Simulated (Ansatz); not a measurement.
Structure from Materials Project entry mp-79 (possibly hypothetical), not relaxed further. The listed cell was then made from it by scaling, straining or moving an atom.

Zn: DFT, PBEsol, all-electron LAPW, scalar-relativistic (Ansatz 0.2.0). What sets it apart from a plain run of this crystal: z strained by +1 % at fixed volume.

```yaml
crystal:
  lattice:
    - [2.6013852309, 0.0, 0.0]
    - [-1.3006926154, 2.252865695, 0.0]
    - [0.0, 0.0, 4.9218926302]
  atoms:
    - { symbol: Zn, position: [0.3333333333, 0.6666666667, 0.25] }
    - { symbol: Zn, position: [0.6666666667, 0.3333333333, 0.75] }
kpoints:
  mp_grid: { grid: [18, 18, 9] }
scf:
  occupations: { method: fermi_dirac, width: 0.03 }
hamiltonian:
  xc: pbesol
  pseudopotentials: { kind: all_electron, lapw: { basis_error: 0.0005 } }
output:
  forces: true
  stress: true
  eigenvalues: true
```

Output (standing set-up lines are left out):

```
LAPW: plane waves up to 8.919 Å⁻¹, error target 5.0e-4 eV per atom; small_component_spin mean_spin; Zn in spheres of 1.301 Å, 20 of its electrons in bands, Dirac shells []
Basis set: ecut = 303.0793886406548 eV, 337 PW (Γ), exchange–correlation at level 2
iter 1 solved again at ethr=2.03e-4 eV; its pass at ethr=1.00e-1 eV (dr2=8.12e-2 eV) is discarded
SCF iter   1: F=—  HF=-97670.128105 eV  |F-HF|=—  |Δ(HF+E_count)|=         —  Δρ=2.21e-2  dr2=8.16e-2  ethr=2.03e-4  ⟨swp⟩=3.0  Hψ=29448  notcnv=0
preconditioner: auto → none  [insulator: Δε(μ)=0.140 eV  Ē_g=12.707 eV  σ=0.030 eV  W_gap=0.70  n_scr=10 (ndim 8)  ℏωp=33.9 eV  f_vac=0.000  D(μ)=0.15/eV (n_scr^D=0)  ε∞_Penn≈8.1]
iter 2 solved again at ethr=1.54e-5 eV; its pass at ethr=2.03e-4 eV (dr2=6.18e-3 eV) is discarded
SCF iter   2: F=—  HF=-97670.008182 eV  |F-HF|=—  |Δ(HF+E_count)|=   1.20e-1  Δρ=4.86e-3  dr2=6.18e-3  ethr=1.54e-5  ⟨swp⟩=2.0  Hψ=24197  notcnv=0
SCF iter   3: F=—  HF=-97669.838042 eV  |F-HF|=—  |Δ(HF+E_count)|=   1.70e-1  Δρ=6.50e-3  dr2=7.39e-3  ethr=1.54e-5  ⟨swp⟩=3.0  Hψ=15523  notcnv=0
SCF iter   4: F=—  HF=-97669.831838 eV  |F-HF|=—  |Δ(HF+E_count)|=   6.20e-3  Δρ=9.08e-4  dr2=1.35e-4  ethr=1.54e-5  ⟨swp⟩=2.0  Hψ=12791  notcnv=0
SCF iter   5: F=—  HF=-97669.831816 eV  |F-HF|=—  |Δ(HF+E_count)|=   2.18e-5  Δρ=3.09e-5  dr2=2.32e-7  ethr=3.37e-7  ⟨swp⟩=2.0  Hψ=12732  notcnv=0
SCF iter   6: F=—  HF=-97669.831808 eV  |F-HF|=—  |Δ(HF+E_count)|=   7.67e-6  Δρ=3.79e-6  dr2=3.47e-9  ethr=5.81e-10  ⟨swp⟩=3.0  Hψ=14977  notcnv=0
SCF iter   7: F=-97669.831808 eV  HF=-97669.831808 eV  |F-HF|=1.46e-10  |Δ(HF+E_count)|=   8.56e-8  Δρ=2.78e-7  dr2=1.02e-11  ethr=8.67e-12  ⟨swp⟩=3.0  Hψ=14969  notcnv=0
SCF 1 converged in 7 iterations: F = -97669.831808 eV  dr2 = 1.02e-11
SCF converged after 7 iterations
Free energy (F): -97669.831808 eV
Harris-Foulkes:  -97669.831808 eV  (|F-HF|=1.46e-10)
Internal energy: -97669.831336 eV  (E = F + TS)
E sigma→0 (E₀):  -97669.831572 eV
Entropy (-TS):   -0.000472 eV (-0.236 meV/atom)
Fermi energy:    14.792713 eV
--- Per-component energies (eV) ---
  E_band       = -1056.266406
  E_kinetic    = 99456.255642
  E_xc         = -3822.928705
  E_electrostatic = -193303.158273  (all electrons and nuclei)
  E_smearing   = -0.000472  (= −TS)
  E_closure    = 0.000000  (closes the sum)
  E_atoms      = -97666.664271  (free atoms, spherical and without spin; not in F)
  Σ components = -97669.831808   (vs F -97669.831808, Δ=0.00e0)
  Basis errors (estimates in eV, not in F): energy 1.4e-4 per atom: plane waves 1.3e-4 (6.7e-5 summed), levels above the bands 2.7e-93, relativity 5.3e-9, radial functions 8.2e-6, core shells 4.3e-12; eigenvalues (radial functions only) 8.5e-7; not estimated: angular momenta, meshes, grids; target (lapw.basis_error) 5.0e-4; muffin-tin radii Zn 1.301 Å
--- Forces (eV/Å), atoms counted from 1 ---
  atom   1  Zn    -0.00000000     0.00000000     0.00000000
  atom   2  Zn     0.00000000    -0.00000000     0.00000000
  max |Σ_I F_I| component: 4.63e-18 eV/Å
--- Stress (GPa, compression-positive) ---
       -1.452441      -0.000000       0.000000
       -0.000000      -1.452441       0.000000
        0.000000       0.000000      -0.058510
  P = ⅓ Tr σ = -0.9878 GPa (-9.878 kbar)
--- Band table (eV; the first three rows and the last of 185) ---
  k-point 0: bands = ["-111.6404", "-111.6394", "-65.9620", "-65.9476", "-65.9349", "-65.9349", "-65.9333", "-65.9333", "3.8222", "5.8096", "6.6245", "6.9023", "6.9023", "6.9537", "6.9537", "7.3556", "7.3556", "7.5665", "7.5665", "10.6661", "11.4743", "28.0240", "31.7767", "33.1057"]
  k-point 1: bands = ["-111.6404", "-111.6394", "-65.9616", "-65.9480", "-65.9348", "-65.9348", "-65.9334", "-65.9334", "3.8974", "5.7966", "6.6264", "6.9017", "6.9017", "6.9504", "6.9504", "7.3642", "7.3642", "7.5619", "7.5619", "9.6711", "12.6387", "26.7226", "33.1139", "33.1820"]
  k-point 2: bands = ["-111.6403", "-111.6395", "-65.9603", "-65.9493", "-65.9347", "-65.9347", "-65.9335", "-65.9335", "4.1187", "5.7453", "6.6369", "6.9009", "6.9009", "6.9416", "6.9416", "7.3878", "7.3878", "7.5480", "7.5480", "8.5499", "14.2788", "24.5266", "33.4064", "33.4064"]
  k-point 184: bands = ["-111.6355", "-111.6355", "-65.9626", "-65.9626", "-65.9620", "-65.9614", "-65.9492", "-65.9492", "6.6270", "6.6270", "6.6980", "6.7476", "6.9123", "6.9123", "7.1047", "7.1442", "7.5451", "7.5451", "15.6450", "15.6450", "16.2143", "16.9104", "17.2406", "17.2406"]
```
